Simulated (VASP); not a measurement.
# ZnAu: formation energy of a vacancy on the Au site, part 4 of 4

Aim: the formation energy and local structure of a vacancy on the Au site in ZnAu. The start is a cell from a database of measured crystal structures.

VASP 6.6.1, plane waves and PAW; the level of theory is named at each step.

So far. Step 5 (Reference Zn): The run ended after 22 ionic steps, 0.053 eV below its first step, once forces and stress met EDIFFG = -0.02. Step 5 (Reference Zn): Energy at zero smearing: -26.94549 eV.

## 6. The defect cell

This step: SCAN; plane waves and PAW (Au, Zn) (VASP 6.6.1).

System of this step: Zn16Au15. The cell holds 31 atoms: 15 Au and 16 Zn. Its edges and angles: a = 8.826 Å, b = 8.826 Å, c = 8.826 Å, α = 60.0°, β = 60.0°, γ = 60.0°. It derives from ZnAu. Nearest the centre at fractional (0.000, 0.000, 0.000): Zn31 at 2.70 Å, Zn16 at 2.70 Å, Zn30 at 2.70 Å, Zn19 at 2.70 Å, Zn18 at 2.70 Å, Zn29 at 2.70 Å, Zn17 at 2.70 Å, Zn28 at 2.70 Å.

The host is treated as a metal, since its gap is under 0.3 eV or closed. The run keeps 48 symmetry operations, which cuts the number of k-points but bars distortions that break them. The atoms relax at the host's fixed cell.

Input file INCAR:

```
SYSTEM = Zn16Au15
PREC = Normal
ENCUT = 300
EDIFF = 1E-05
NELM = 120
ISMEAR = 1
SIGMA = 0.2
LREAL = Auto
ALGO = Normal
METAGGA = SCAN
LASPH = .TRUE.
NBANDS = 208
LORBIT = 11
LWAVE = .FALSE.
LCHARG = .TRUE.
KPAR = 4
IBRION = 2
NSW = 50
ISIF = 2
EDIFFG = -0.03
POTIM = 0.4
MAXMIX = 40
ISYM = 2
```

Input file POSCAR:

```
Zn16Au15
1.0
    0.0000000000      6.2407191408      6.2407191408
    6.2407191408      0.0000000000      6.2407191408
    6.2407191408      6.2407191408      0.0000000000
Au Zn
15 16
Direct
    0.5000000000      0.0000000000      0.0000000000
    0.0000000000      0.5000000000      0.0000000000
    0.0000000000      0.0000000000      0.5000000000
    0.2500000000      0.2500000000      0.2500000000
    0.5000000000      0.5000000000      0.0000000000
    0.5000000000      0.0000000000      0.5000000000
    0.7500000000      0.2500000000      0.2500000000
    0.0000000000      0.5000000000      0.5000000000
    0.2500000000      0.7500000000      0.2500000000
    0.2500000000      0.2500000000      0.7500000000
    0.5000000000      0.5000000000      0.5000000000
    0.7500000000      0.7500000000      0.2500000000
    0.7500000000      0.2500000000      0.7500000000
    0.2500000000      0.7500000000      0.7500000000
    0.7500000000      0.7500000000      0.7500000000
    0.1250000000      0.1250000000      0.1250000000
    0.6250000000      0.1250000000      0.1250000000
    0.1250000000      0.6250000000      0.1250000000
    0.1250000000      0.1250000000      0.6250000000
    0.3750000000      0.3750000000      0.3750000000
    0.6250000000      0.6250000000      0.1250000000
    0.6250000000      0.1250000000      0.6250000000
    0.8750000000      0.3750000000      0.3750000000
    0.1250000000      0.6250000000      0.6250000000
    0.3750000000      0.8750000000      0.3750000000
    0.3750000000      0.3750000000      0.8750000000
    0.6250000000      0.6250000000      0.6250000000
    0.8750000000      0.8750000000      0.3750000000
    0.8750000000      0.3750000000      0.8750000000
    0.3750000000      0.8750000000      0.8750000000
    0.8750000000      0.8750000000      0.8750000000
```

Input file KPOINTS:

```
Automatic mesh
0
Gamma
3 3 3
0 0 0
```

Potentials, in the order of the species: Au and Zn (PBE family, release 64).

Started as:

```
mpirun -np 4 vasp_std
```

The log of the run:

```text
[banner, memory and clock lines left out]
running    4 mpi-ranks, on    1 nodes
 distrk:  each k-point on    1 cores,    4 groups
 distr:  one band on    1 cores,    1 groups

 POSCAR found type information on POSCAR AuZn
 POSCAR found :  2 types and      31 ions
 [... a notice as in an earlier step ...]

 LDA part: xc-table for (None), standard interpolation
 POSCAR, INCAR and KPOINTS ok, starting setup
 FFT: planning ... GRIDC
 FFT: planning ... GRID_SOFT
 FFT: planning ... GRID
 WAVECAR not read
 entering main loop
       N       E                     dE             d eps       ncg     rms          rms(c)
DAV:   1     0.196069510031E+04    0.19607E+04   -0.11370E+05  1664   0.166E+03
DAV:   2    -0.875048462127E+03   -0.28357E+04   -0.27158E+04  1664   0.464E+02
DAV:   3    -0.133625763516E+04   -0.46121E+03   -0.43104E+03  1696   0.166E+02
DAV:   4    -0.136257292509E+04   -0.26315E+02   -0.25653E+02  1808   0.448E+01
DAV:   5    -0.136303092528E+04   -0.45800E+00   -0.45586E+00  1800   0.497E+00    0.393E+01
DAV:   6    -0.126163107378E+04    0.10140E+03   -0.12361E+02  1776   0.359E+01    0.246E+01
DAV:   7    -0.126128713138E+04    0.34394E+00   -0.65172E+00  1936   0.128E+01    0.137E+01
DAV:   8    -0.126169669886E+04   -0.40957E+00   -0.23626E+00  1744   0.709E+00    0.241E+00
DAV:   9    -0.126163026231E+04    0.66437E-01   -0.41417E-01  2104   0.568E+00    0.106E+00
DAV:  10    -0.126163240726E+04   -0.21450E-02   -0.71891E-02  1952   0.207E+00    0.525E-01
DAV:  11    -0.126164315726E+04   -0.10750E-01   -0.64331E-02  1752   0.914E-01    0.278E-01
DAV:  12    -0.126164272340E+04    0.43386E-03   -0.13942E-02  1944   0.114E+00    0.188E-01
DAV:  13    -0.126164361131E+04   -0.88791E-03   -0.18968E-03  2128   0.557E-01    0.707E-02
DAV:  14    -0.126164391886E+04   -0.30755E-03   -0.60593E-04  1896   0.256E-01    0.282E-02
DAV:  15    -0.126164382101E+04    0.97855E-04   -0.22808E-04  1744   0.894E-02    0.224E-02
DAV:  16    -0.126164376127E+04    0.59737E-04   -0.11155E-05   904   0.230E-02    0.141E-02
DAV:  17    -0.126164365990E+04    0.10137E-03   -0.16437E-05   992   0.549E-02    0.415E-03
DAV:  18    -0.126164365370E+04    0.61986E-05   -0.10447E-05   880   0.128E-02
   1 F= -.12616437E+04 E0= -.12616510E+04  d E =-.126164E+04
 curvature:   0.00 expect dE= 0.000E+00 dE for cont linesearch  0.000E+00
 trial: gam= 0.00000 g(F)=  0.858E-01 g(S)=  0.000E+00 ort = 0.000E+00 (trialstep = 0.100E+01)
 search vector abs. value=  0.858E-01
 bond charge predicted
       N       E                     dE             d eps       ncg     rms          rms(c)
DAV:   1    -0.126167904639E+04   -0.35386E-01   -0.19640E+01  1664   0.963E+00    0.446E-01
DAV:   2    -0.126172581012E+04   -0.46764E-01   -0.16243E-01  1744   0.126E+00    0.261E-01
DAV:   3    -0.126172690184E+04   -0.10917E-02   -0.13174E-02  2136   0.124E+00    0.293E-01
DAV:   4    -0.126173283291E+04   -0.59311E-02   -0.20752E-02  2112   0.131E+00    0.611E-01
DAV:   5    -0.126173005528E+04    0.27776E-02   -0.54754E-03  2016   0.616E-01    0.494E-01
DAV:   6    -0.126172917667E+04    0.87861E-03   -0.19286E-03  2048   0.541E-01    0.499E-01
DAV:   7    -0.126172911431E+04    0.62355E-04   -0.47067E-04  1720   0.963E-02    0.482E-01
DAV:   8    -0.126172737706E+04    0.17373E-02   -0.18413E-03  1856   0.483E-01    0.382E-01
DAV:   9    -0.126172573489E+04    0.16422E-02   -0.53279E-03  2064   0.871E-01    0.193E-01
DAV:  10    -0.126172624011E+04   -0.50522E-03   -0.13570E-03  1728   0.132E-01    0.145E-01
DAV:  11    -0.126172628399E+04   -0.43884E-04   -0.19812E-04  2104   0.124E-01    0.740E-02
DAV:  12    -0.126172637815E+04   -0.94160E-04   -0.22644E-04  2168   0.143E-01    0.160E-02
DAV:  13    -0.126172634899E+04    0.29164E-04   -0.10304E-04  2024   0.675E-02    0.920E-03
DAV:  14    -0.126172632304E+04    0.25952E-04   -0.21951E-05  1000   0.250E-02    0.663E-03
DAV:  15    -0.126172634297E+04   -0.19931E-04   -0.89825E-06   856   0.252E-02    0.376E-03
DAV:  16    -0.126172632895E+04    0.14018E-04   -0.23688E-06   856   0.142E-02    0.177E-03
DAV:  17    -0.126172633495E+04   -0.59937E-05   -0.94116E-07   856   0.389E-03
   2 F= -.12617263E+04 E0= -.12617350E+04  d E =-.826812E-01
[... from here on, the cycles between the ionic steps are left out ...]
   3 F= -.12618564E+04 E0= -.12618652E+04  d E =-.212699E+00
   4 F= -.12618640E+04 E0= -.12618723E+04  d E =-.220370E+00
   5 F= -.12618654E+04 E0= -.12618738E+04  d E =-.221738E+00
   6 F= -.12618656E+04 E0= -.12618741E+04  d E =-.221983E+00
   7 F= -.12618634E+04 E0= -.12618720E+04  d E =-.219713E+00
   8 F= -.12618656E+04 E0= -.12618741E+04  d E =-.221958E+00
   9 F= -.12618742E+04 E0= -.12618825E+04  d E =-.854534E-02
  10 F= -.12618961E+04 E0= -.12619047E+04  d E =-.305336E-01
  11 F= -.12618565E+04 E0= -.12618681E+04  d E =0.915554E-02
  12 F= -.12618985E+04 E0= -.12619082E+04  d E =-.328385E-01
  13 F= -.12619058E+04 E0= -.12619149E+04  d E =-.401468E-01
  14 F= -.12619060E+04 E0= -.12619150E+04  d E =-.403995E-01
  15 F= -.12619061E+04 E0= -.12619152E+04  d E =-.405124E-01
  16 F= -.12618969E+04 E0= -.12619066E+04  d E =0.922624E-02
  17 F= -.12619064E+04 E0= -.12619155E+04  d E =-.274527E-03
  18 F= -.12619064E+04 E0= -.12619156E+04  d E =-.314354E-03
  19 F= -.12619064E+04 E0= -.12619156E+04  d E =-.314756E-03
  20 F= -.12619067E+04 E0= -.12619157E+04  d E =-.245128E-03
 trial-energy change:   -0.000245  1 .order   -0.000184   -0.001757    0.001388
 step:   1.5788(harm=  1.5031)  dis= 0.00236  next Energy= -1261.906966 (dE=-0.528E-03)
 bond charge predicted
       N       E                     dE             d eps       ncg     rms          rms(c)
DAV:   1    -0.126190640296E+04    0.27746E-03   -0.18700E-01  1664   0.943E-01    0.579E-02
DAV:   2    -0.126190696489E+04   -0.56193E-03   -0.13984E-03  1760   0.118E-01    0.373E-03
DAV:   3    -0.126190697903E+04   -0.14144E-04   -0.38273E-05  1448   0.169E-02    0.141E-03
DAV:   4    -0.126190697567E+04    0.33589E-05   -0.16821E-06   848   0.526E-03
  21 F= -.12619070E+04 E0= -.12619160E+04  d E =-.536999E-03
 curvature:  -0.76 expect dE=-0.149E-03 dE for cont linesearch -0.554E-05
 trial: gam= 0.40976 g(F)=  0.197E-03 g(S)=  0.000E+00 ort =-0.695E-04 (trialstep = 0.247E+01)
 search vector abs. value=  0.251E-03
 reached required accuracy - stopping structural energy minimisation
```

Elapsed: 16 min, on 4 MPI ranks of AMD EPYC 9R45, shared host; peak memory 1.4 GiB; 65 min of CPU time.

From OUTCAR (step 6):

```text
   k-points           NKPTS =      4   k-points in BZ     NKDIM =      4   number of bands    NBANDS=    208

   NELECT =     357.0000    total number of electrons

 E-fermi :   6.6289

 k-point     1 :       0.0000    0.0000    0.0000
  band No.  band energies     occupation
    ...
    172       4.5048      2.00000
    173       4.5049      2.00000
    174       4.7926      2.00000
    175       4.7927      2.00000
    176       4.7927      2.00000
    177       7.2091     -0.00032
    178       7.2091     -0.00032
    179       7.9030     -0.00000
    180       8.6677     -0.00000
    181       9.3583     -0.00000
    ...

  Total       -6.7320547     -6.7320547     -6.7320547     -0.0000000     -0.0000000      0.0000000
  in kB      -22.1883144    -22.1883144    -22.1883144     -0.0000000     -0.0000000      0.0000000
  external PRESSURE =     -22.1883144 kB  Pullay stress =       0.0000000 kB

 POSITION                                       TOTAL-FORCE (eV/Angst)
 -----------------------------------------------------------------------------------
      0.00000      3.12036      3.12036        -0.000000      0.000000     -0.000000
      3.12036      0.00000      3.12036        -0.000000      0.000000     -0.000000
      3.12036      3.12036      0.00000        -0.000000      0.000000     -0.000000
      3.12036      3.12036      3.12036        -0.000000      0.000000     -0.000000
      3.12036      3.12036      6.24072        -0.000000      0.000000     -0.000000
      3.12036      6.24072      3.12036        -0.000000      0.000000     -0.000000
      3.05013      6.24072      6.24072        -0.014847      0.000000     -0.000000
      6.24072      3.12036      3.12036        -0.000000      0.000000     -0.000000
      6.24072      3.05013      6.24072        -0.000000     -0.014847     -0.000000
      6.24072      6.24072      3.05013        -0.000000      0.000000     -0.014847
      6.24072      6.24072      6.24072        -0.000000      0.000000     -0.000000
      6.24072      6.24072      9.43131        -0.000000      0.000000      0.014847
      6.24072      9.43131      6.24072        -0.000000      0.014847     -0.000000
      9.43131      6.24072      6.24072         0.014847      0.000000     -0.000000
      9.36108      9.36108      9.36108        -0.000000      0.000000     -0.000000
      1.50772      1.50772      1.50772         0.003932      0.003932      0.003932
      1.50772      4.73300      4.73300         0.003932     -0.003932     -0.003932
      4.73300      1.50772      4.73300        -0.003932      0.003932     -0.003932
      4.73300      4.73300      1.50772        -0.003932     -0.003932      0.003932
      4.69231      4.69231      4.69231         0.011934      0.011934      0.011934
      4.69231      4.69231      7.78913         0.011934      0.011934     -0.011934
      4.69231      7.78913      4.69231         0.011934     -0.011934      0.011934
      4.69231      7.78913      7.78913         0.011934     -0.011934     -0.011934
      7.78913      4.69231      4.69231        -0.011934      0.011934      0.011934
[...]
-----------------------------------------------------------------------------------
    total drift:                                0.000000      0.000000     -0.000000

  FREE ENERGIE OF THE ION-ELECTRON SYSTEM (eV)
  ---------------------------------------------------
  free  energy   TOTEN  =     -1261.9069756727 eV

  energy  without entropy=    -1261.9341757878  energy(sigma->0) =    -1261.91604238

[... 7 parts as in an earlier step ...]

[... 8 further parts left out ...]
```

The steps of the relaxation:

| step | energy less that of the first step (eV) | largest force (eV/Å) |
| --- | --- | --- |
| 1 | 0.0000 | 0.4346 |
| 2 | -0.0827 | 0.3356 |
| 3 | -0.2127 | 0.1653 |
| 4 | -0.2204 | 0.1155 |
| 5 | -0.2217 | 0.0685 |
| 6 | -0.2220 | 0.0783 |
| 7 | -0.2197 | 0.1482 |
| 8 | -0.2220 | 0.0832 |
| 9 | -0.2305 | 0.1293 |
| 10 | -0.2525 | 0.1943 |
| 11 | -0.2128 | 0.2279 |
| 12 | -0.2548 | 0.1879 |
| 13 | -0.2621 | 0.0547 |
| 14 | -0.2624 | 0.0651 |
| 15 | -0.2625 | 0.0443 |
| 16 | -0.2532 | 0.2117 |
| 17 | -0.2627 | 0.0378 |
| 18 | -0.2628 | 0.0336 |
| 19 | -0.2628 | 0.0376 |
| 20 | -0.2630 | 0.0572 |
| 21 | -0.2633 | 0.0207 |

The atoms that moved most (Å):

| atom | dx | dy | dz | length |
| --- | --- | --- | --- | --- |
| Zn16 | -0.052 | -0.052 | -0.052 | 0.091 |
| Zn31 | 0.052 | 0.052 | 0.052 | 0.091 |
| Zn30 | 0.052 | -0.052 | -0.052 | 0.091 |
| Zn28 | -0.052 | -0.052 | 0.052 | 0.091 |
| Zn29 | -0.052 | 0.052 | -0.052 | 0.091 |
| Zn19 | 0.052 | 0.052 | -0.052 | 0.091 |
| Zn18 | 0.052 | -0.052 | 0.052 | 0.091 |
| Zn17 | -0.052 | 0.052 | 0.052 | 0.091 |

The relaxed structure:

```xyz
31
Lattice="0.0000 6.2407 6.2407 6.2407 0.0000 6.2407 6.2407 6.2407 0.0000" Properties=species:S:1:pos:R:3 pbc="T T T"
Au    0.0000    3.1204    3.1204
Au    3.1204    0.0000    3.1204
Au    3.1204    3.1204    0.0000
Au    3.1204    3.1204    3.1204
Au    3.1204    3.1204    6.2407
Au    3.1204    6.2407    3.1204
Au    3.0501    6.2407    6.2407
Au    6.2407    3.1204    3.1204
Au    6.2407    3.0501    6.2407
Au    6.2407    6.2407    3.0501
Au    6.2407    6.2407    6.2407
Au    6.2407    6.2407    9.4313
Au    6.2407    9.4313    6.2407
Au    9.4313    6.2407    6.2407
Au    9.3611    9.3611    9.3611
Zn    1.5077    1.5077    1.5077
Zn    1.5077    4.7330    4.7330
Zn    4.7330    1.5077    4.7330
Zn    4.7330    4.7330    1.5077
Zn    4.6923    4.6923    4.6923
Zn    4.6923    4.6923    7.7891
Zn    4.6923    7.7891    4.6923
Zn    4.6923    7.7891    7.7891
Zn    7.7891    4.6923    4.6923
Zn    7.7891    4.6923    7.7891
Zn    7.7891    7.7891    4.6923
Zn    7.7891    7.7891    7.7891
Zn    7.7484    7.7484   10.9737
Zn    7.7484   10.9737    7.7484
Zn   10.9737    7.7484    7.7484
Zn   10.9737   10.9737   10.9737
```

This step gave:

```
electronic cycles       : 152
electrons               : 357
free energy (TOTEN)     : -1261.9070 eV
energy at zero smearing : -1261.9160 eV
Fermi energy            : 6.629 eV
```

Valence density in the ac plane at fractional y = 0.000, through the centre, with atoms of Au within 0.45 Å of it. It is the smooth field of the valence electrons, not physical close to the nuclei.

Ten even steps from '_' (0.0 e/Å³) to '@' (4.4 e/Å³), each cell a mean:
```
____________________..==%%%%**::__________________
______________________::==++==::..________________
________________________..::::..__________________
__________________________________________________
__________________________________________________
__________________________________________________
__________________________________________________
________..________________________________________
____________________......__________________......
::..______________..--==--..________________::--==
**--..____________..==**##++::______________::++##
@@**--____________..--##@@%%==..____________::++%%
%%##==..____________..==%%%%**::____________..--**
++++--..______________::==++==::..____________..--
..::::..________________..::::..__________________
__________________________________________________
__________________________________________________
__________________________________________________
__________________________________________________
__________________________________________________
____________________......________________________
__________________..--==--..______________________
__________________..==**##++::____________________
__________________..--##@@%%==..__________________
```
Columns run along a (8.8 Å), rows up along c (8.8 Å). Atoms in or near the plane, at fractional coordinates: Au at (0.50, 0.00), Au at (0.00, 0.50), Au at (0.50, 0.50).

The run ended after 21 ionic steps, 0.263 eV below its first step, once the forces on the free atoms met EDIFFG = -0.03.

The 8 first neighbours (Zn) lie 2.70 Å from the site in the perfect crystal and 2.61 Å on average after the relaxation (-3.4 %).

## 7. Formation energies

This step: point defect, SCAN; plane waves and PAW (VASP 6.6.1).

Derived from the runs above.

This step gave:

| Item | Value |
| --- | --- |
| formation energy of the neutral defect | 0.3489 eV |
| host formation enthalpy | -0.2619 eV/atom |

Formation energy:

| formation energy (eV) | largest move (Å) |
| --- | --- |
| 0.3489 | 0.09086 |

The formation energy is the energy of the relaxed defect cell less that of the perfect cell, with each removed atom booked to its reference and each added atom taken from it.

References, in eV an atom: Au -69.221 (crystal Fm-3m) and Zn -13.473 (crystal P6_3/mmc). They were run at the supercell's cutoff and functional, without U, and count both elements from their own phases.

## 8. Outcome

```json
{"formation energy at charge 0": "0.349 eV", "host formation enthalpy": "-0.262 eV/atom"}
```

**Reading.** A vacancy on the Au site costs 0.35 eV, with every exchanged atom at the energy of its element. The 8 first neighbours (Zn) lie 2.70 Å from the site in the perfect crystal and 2.61 Å on average after the relaxation (-3.4 %). With metallic smearing the value can move by tenths of an eV with the k mesh. The supercell of 32 atoms is small, so interactions between images remain.

[Lines on the potential files, build, host, timing and source positions are cut from VASP's logs without a mark.]

[Logs are printed without paths, hosts, clocks, repeated set-up lines and the standing remarks that a program may print on its own settings, such as how far it seeks lower states.]

[Hosts, paths, dates, database ids (printed as entryN), source tags and the programs' standing remarks are cut or masked in the printed files.]

[In band tables of VASP the shares of atoms and orbitals are scaled to a sum of 1 inside the atoms' spheres.]

[Runs that stopped without an error message from VASP are left out.]
